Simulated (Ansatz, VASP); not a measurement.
## Two plane-wave programs on Na

INCAR

```
PREC = Accurate
ENCUT = 600
EDIFF = 1E-6
ISMEAR = 0
SIGMA = 0.1
LREAL = False
LASPH = True
NELM = 80
ALGO = Normal
ISIF = 3
LWAVE = False
LCHARG = False
GGA = PE
IBRION = 2
NSW = 90
EDIFFG = -0.04
```

Contents of KPOINTS:

```
Automatic mesh
0
Gamma
  6 6 6
```

File POSCAR:

```
Na
1.0
    3.4747379115      0.0000000000      0.0000000000
    0.0000000000      3.4747379115      0.0000000000
    0.0000000000      0.0000000000      3.2557911023
Na
1
Direct
    0.5000000000      0.5000000000      0.0000000000
```

Input for Ansatz:

```yaml
crystal:
  lattice:
    - [3.4747379115, 0.0, 0.0]
    - [0.0, 3.4747379115, 0.0]
    - [0.0, 0.0, 3.2557911023]
  atoms:
    - { symbol: Na, position: [0.5, 0.5, 0.0] }
basis:
  ecutwfc: 420
kpoints:
  mp_grid: { grid: [6, 6, 6] }
hamiltonian:
  xc: pbe
scf:
  occupations: { method: gaussian, width: 0.1 }
  lower_state_search: "off"
output:
  forces: true
  stress: true
  eigenvalues: true
relax:
  adjacent_minimum: "off"
  f_tol: 0.04
  max_steps: 70
  cell: { stress_tol: 0.4 }
```

Alike in both runs: task relaxation of cell and atoms; functional PBE; k mesh 6 × 6 × 6; occupations gaussian, width 0.1 eV; no spin polarisation.

|  | VASP | Ansatz |
| --- | --- | --- |
| version | VASP 6.6.1 | Ansatz 0.2.0 |
| potentials or method | VASP PAW PBE potentials, release 64 (Na_pv) | scalar-relativistic, plane waves, PAW |
| plane-wave cutoff (eV) | 600 | 420 |
| valence electrons in the cell | 7 | 9 |

|  | VASP | Ansatz | Ansatz less VASP |
| --- | --- | --- | --- |
| gap on the k mesh at the Fermi level, each at its own relaxed structure (eV) | none | none | - |
| relaxed volume (Å³/atom) | 40.05 | 39.91 | -0.138 |
| relaxed cell length with the largest relative difference (Å) | 3.386 | 3.378 | -0.0090 |
| energy change over the relaxation (meV/atom) | -6 | -6 | +0.1 |

A gap of «none» marks a metal or a gap that the smearing closes. The two sets of potentials don't hold the same shells in valence.
